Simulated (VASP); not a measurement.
Here is a VASP 6.6.1 calculation.

INCAR

```
PREC = Accurate
ENCUT = 500
EDIFF = 1E-6
ISMEAR = 0
SIGMA = 0.01
LREAL = F
LASPH = T
NELM = 120
ALGO = Normal
ISIF = 2
LWAVE = F
LCHARG = F
GGA = PE
NBANDS = 11
GGA_COMPAT = F
```

Contents of KPOINTS:

```
Automatic mesh
0
Gamma
  6 6 6
```

File POSCAR:

```
AlP
1.0
    0.0000000000      2.7789547475      2.7789547475
    2.7789547475      0.0000000000      2.7789547475
    2.7789547475      2.7789547475      0.0000000000
Al P
1 1
Direct
    0.0000000000      0.0000000000      0.0000000000
    0.2500000000      0.2500000000      0.2500000000
```

Potentials or basis: VASP PAW PBE potentials, release 64 (Al, P).

Run with:

```bash
$ cat potpaw_PBE.64/Al/POTCAR potpaw_PBE.64/P/POTCAR > POTCAR
$ mpirun -np 1 vasp_std > vasp.out
```

**Question.** Estimate the band gap on the k mesh.

**Answer.** 1.68 eV, indirect (least direct gap 2.85 eV).

**Question.** Predict the pressure.

**Answer.** -2.2 GPa.

**Measured values to compare with.**

From a printed reference work, data compilation, for a bulk crystal of AlP at 4.2 K: band gap 2.505 eV (indirect).

Against the measured gap of AlP, 2.505 eV (indirect; 4.2 K; a printed reference work, data compilation), the calculated 1.68 eV is off by -0.83 eV. The value is that of PBE on a finite k mesh, which can miss the band edges, without temperature or zero-point motion. Semilocal functionals fall short of measured gaps as a rule.
